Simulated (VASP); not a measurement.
# NaCl (Fm-3m) in VASP: a series of runs, part 2 of 2

VASP 6.6.1. The steps go on from the part before.

## 4. Relaxation of the atoms, r2SCAN (a relaxed cell with its volume scaled by 0.98)

INCAR

```
PREC = Accurate
ENCUT = 600
EDIFF = 1E-7
ISMEAR = 0
SIGMA = 0.03
LREAL = F
LASPH = T
NELM = 80
ALGO = Normal
ISIF = 2
LWAVE = F
LCHARG = F
METAGGA = R2SCAN
LMIXTAU = T
IBRION = 2
NSW = 40
EDIFFG = -0.01
```

KPOINTS

```
Automatic mesh
0
Gamma
  8 8 8
```

POSCAR

```
NaCl                                    
1.0
    0.0000000000      2.7774536534      2.7774536534
    2.7774536534      0.0000000000      2.7774536534
    2.7774536534      2.7774536534      0.0000000000
  Na              Cl            
     1     1
Direct
     0.0000000000000000    0.0000000000000000    0.0000000000000000
     0.5000000000000000    0.5000000000000000    0.5000000000000000
```

Potentials or basis: VASP PAW PBE potentials, release 64 (Na_pv, Cl).

Launch:

```bash
> cat potpaw_PBE.64/Na_pv/POTCAR potpaw_PBE.64/Cl/POTCAR > POTCAR
> mpirun -np 1 vasp_std > vasp.out
```

OUTCAR:

```text
PREC = Accurate
   ENCUT = 600
   EDIFF = 1E-7
   ISMEAR = 0
   LREAL = F
   LASPH = T
   NELM = 80
   ISIF = 2
   METAGGA = R2SCAN
   IBRION = 2
   NSW = 40
   EDIFFG = -0.01

 ion  position               nearest neighbor table
   1  0.000  0.000  0.000-
   2  0.500  0.500  0.500-

  LATTYP: Found a face centered cubic cell.
 ALAT       =     5.5549073068

  Lattice vectors:

[... 522 lines left out ...]

 [... further k-points ...]

------------------------ aborting loop because EDIFF is reached ----------------------------------------

  FORCE on cell =-STRESS in cart. coord.  units (eV):
  Direction    XX          YY          ZZ          XY          YZ          ZX
  --------------------------------------------------------------------------------------
  -------------------------------------------------------------------------------------
  Total        0.1697119      0.1697119      0.1697119     -0.0000000      0.0000000      0.0000000
  in kB        6.3453056      6.3453056      6.3453056     -0.0000000      0.0000000      0.0000000
  external PRESSURE =       6.3453056 kB  Pullay stress =       0.0000000 kB

 VOLUME and BASIS-vectors are now :
 -----------------------------------------------------------------------------
  energy-cutoff  :      600.00
  volume of cell :       42.85
      direct lattice vectors                 reciprocal lattice vectors
     0.000000000  2.777453653  2.777453653    -0.180021006  0.180021006  0.180021006
     2.777453653  0.000000000  2.777453653     0.180021006 -0.180021006  0.180021006
     2.777453653  2.777453653  0.000000000     0.180021006  0.180021006 -0.180021006

 POSITION                                       TOTAL-FORCE (eV/Angst)
 -----------------------------------------------------------------------------------
      0.00000      0.00000      0.00000         0.000000      0.000000      0.000000
      2.77745      2.77745      2.77745        -0.000000     -0.000000     -0.000000
 -----------------------------------------------------------------------------------
    total drift:                                0.000000     -0.000000     -0.000000

  FREE ENERGIE OF THE ION-ELECTRON SYSTEM (eV)
  ---------------------------------------------------
  free  energy   TOTEN  =       -13.7895272592 eV

  energy  without entropy=      -13.7895272592  energy(sigma->0) =      -13.78952726

 reached required accuracy - stopping structural energy minimisation
```

OSZICAR:

```text
N       E                     dE             d eps       ncg     rms          rms(c)
DAV:   1     0.936150608846E+02    0.93615E+02   -0.81377E+03   644   0.149E+03
DAV:   2    -0.741879183277E+01   -0.10103E+03   -0.93601E+02   732   0.312E+02
DAV:   3    -0.157706063869E+02   -0.83518E+01   -0.82968E+01   787   0.869E+01
[... 18 lines left out ...]
DAV:  22    -0.137895286339E+02   -0.19871E-06   -0.11751E-07   644   0.374E-03    0.158E-03
DAV:  23    -0.137895279467E+02    0.68722E-06   -0.40129E-09   337   0.908E-04    0.143E-03
DAV:  24    -0.137895274480E+02    0.49867E-06   -0.31882E-08   337   0.141E-03    0.271E-04
DAV:  25    -0.137895272555E+02    0.19250E-06   -0.53757E-09   337   0.831E-04    0.982E-05
DAV:  26    -0.137895272592E+02   -0.36819E-08   -0.79273E-10   337   0.426E-04
   1 F= -.13789527E+02 E0= -.13789527E+02  d E =-.137895E+02
```

CONTCAR:

```text
NaCl
   1.00000000000000
     0.0000000000000000    2.7774536533999998    2.7774536533999998
     2.7774536533999998    0.0000000000000000    2.7774536533999998
     2.7774536533999998    2.7774536533999998    0.0000000000000000
  Na              Cl
     1     1
Direct
     0.0000000000000000    0.0000000000000000    0.0000000000000000
     0.5000000000000000    0.5000000000000000    0.5000000000000000

  0.00000000E+00  0.00000000E+00  0.00000000E+00
  0.00000000E+00  0.00000000E+00  0.00000000E+00
```

Wall time 64 s (1 thread of Intel Xeon Platinum 8488C (Sapphire Rapids), shared host); peak memory 0.18 GiB.

Results:

```
Free energy             : -13.7895 eV
Pressure after relaxing : 0.6 GPa
Band gap on the k mesh  : 6.12 eV, direct
```

Final structure:
```yaml
crystal:
  lattice:
    - [0.00000, 2.77745, 2.77745]
    - [2.77745, 0.00000, 2.77745]
    - [2.77745, 2.77745, 0.00000]
  atoms:
    - { symbol: Na, position: [0.00000, 0.00000, 0.00000] }
    - { symbol: Cl, position: [0.50000, 0.50000, 0.50000] }
```

Levels at points of the mesh, in eV from the valence-band top:
| k point | band 4 | band 5 | band 6 | band 7 | band 8 | band 9 | band 10 | band 11 |
| --- | --- | --- | --- | --- | --- | --- | --- | --- |
| (0.00, 0.00, 0.00) | -13.33 | 0.00 | 0.00 | 0.00 | 6.12 | 11.80 | 11.80 | 11.80 |
| (0.50, 0.00, 0.00) | -12.94 | -2.06 | -0.31 | -0.31 | 8.03 | 11.88 | 11.88 | 12.00 |
| (0.50, 0.50, 0.00) | -12.89 | -1.81 | -0.65 | -0.65 | 8.57 | 8.58 | 12.56 | 16.22 |

Caveat: the relaxation stopped at its first step, so nothing moved; the PAW data sets were made with another functional, which shifts forces and pressure a little.

## 5. Relaxation of the atoms, r2SCAN

INCAR is that of step 4.

KPOINTS is that of step 4.

POSCAR

```
NaCl                                    
1.0
    0.0000000000      2.7962208014      2.7962208014
    2.7962208014      0.0000000000      2.7962208014
    2.7962208014      2.7962208014      0.0000000000
  Na              Cl            
     1     1
Direct
     0.0000000000000000    0.0000000000000000    0.0000000000000000
     0.5000000000000000    0.5000000000000000    0.5000000000000000
```

Launch:

```bash
> cat potpaw_PBE.64/Na_pv/POTCAR potpaw_PBE.64/Cl/POTCAR > POTCAR
> mpirun -np 1 vasp_std > vasp.out
```

It took 70 s on 1 thread of Intel Xeon Platinum 8488C (Sapphire Rapids), shared host; peak memory 0.18 GiB.

Results (log left out):

```yaml
Free_energy: -13.7913 eV
Pressure_after_relaxing: 0.0 GPa
Band_gap_on_the_k_mesh: 6.03 eV, direct
```

Final structure:
```
Na Cl
1.0
     0.00000    2.79622    2.79622
     2.79622    0.00000    2.79622
     2.79622    2.79622    0.00000
Na Cl
1 1
Direct
  0.00000 0.00000 0.00000
  0.50000 0.50000 0.50000
```

Levels at points of the mesh, in eV from the valence-band top:
```tsv
k point	band 5	band 6	band 7	band 8	band 9	band 10
(0.00, 0.00, 0.00)	0.00	0.00	0.00	6.03	11.78	11.78
(0.50, 0.00, 0.00)	-2.00	-0.29	-0.29	7.99	11.83	11.83
(0.50, 0.50, 0.00)	-1.75	-0.63	-0.63	8.52	8.59	12.40
```

Caveat: the relaxation stopped at its first step, so nothing moved; the PAW data sets were made with another functional, which shifts forces and pressure a little. r2SCAN opens gaps a little over a GGA but as a rule still falls short of measured ones.

## 6. The runs side by side

```csv
cell,gap on the mesh (eV),pressure (GPa)
atoms relaxed from: a relaxed cell with its volume scaled by 0.94,6.31,1.9
atoms relaxed from: a relaxed cell with its volume scaled by 0.96,6.21,1.3
atoms relaxed from: a relaxed cell with its volume scaled by 0.98,6.12,0.6
atoms relaxed,6.03,0.0
```

Alike in all rows: task relaxation of the atoms; level r2SCAN; potentials or basis VASP PAW PBE potentials, release 64 (Na_pv, Cl); no spin polarisation; k mesh 8 × 8 × 8; cutoff (eV) 600; smearing gaussian 0.03 eV.

Caveats: the relaxation stopped at its first step, so nothing moved; the PAW data sets were made with another functional, which shifts forces and pressure a little.

Absolute energies hang on the potentials; compare differences alone.
